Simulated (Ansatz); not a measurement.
**RbBr: stationary points along a deformation path**

Level of theory: DFT r2SCAN, scalar-relativistic, plane waves, PAW (Ansatz). Cutoff 500 eV, Γ-centred 6×6×6 k-points, Gaussian smearing of 0.05 eV. No spin polarisation. Energies are free energies at this smearing, counted from the undisturbed cell; pressure is positive in compression.

The undisturbed cell (as given, not relaxed at this level; it stands at 0.5 GPa):

```xyz
2
Lattice="0.0000 3.4275 3.4275 3.4275 0.0000 3.4275 3.4275 3.4275 0.0000" Properties=species:S:1:pos:R:3 pbc="T T T"
Rb    0.0000    0.0000    0.0000
Br    3.4275    3.4275    3.4275
```

At fixed volume and fractional coordinates, lengths along (0.577, 0.577, 0.577) are scaled against those across it; ρ is that ratio over its starting value. V = 40.265 Å³/atom. Δσ is the stress along the axis less the mean stress across it (compression positive).

| ρ | ΔE (meV/atom) | Δσ (GPa) | space group |
| --- | --- | --- | --- |
| 0.500 | 50.9 | 0.00 | Pm-3m |
| 0.710 | 37.1 | 0.75 | R-3m |
| 1.000 | 0.0 | 0.00 | Fm-3m |
| 1.410 | 127.7 | -5.59 | R-3m |
| 2.000 | 820.0 | -19.30 | R-3m |

Problem. How does the stress give the slope of the energy, and where is the energy stationary?

Solution. Along the path d ln(length) is 2/3 d ln ρ on the axis and −1/3 d ln ρ across it, so dE/d ln ρ = −(2/3) V Δσ: the energy falls with ρ where Δσ is positive. Δσ vanishes or changes sign at ρ = 0.500 (Pm-3m, an end of the scan), at 50.9 meV/atom; at ρ = 1.000 (Fm-3m), a minimum at 0.0 meV/atom. Pairs of stationary points between two samples would go unseen, and could change a minimum read from distant neighbours into a maximum. At ρ = 0.500, 1.000 the cell is cubic, where symmetry alone makes the stress isotropic and the slope zero.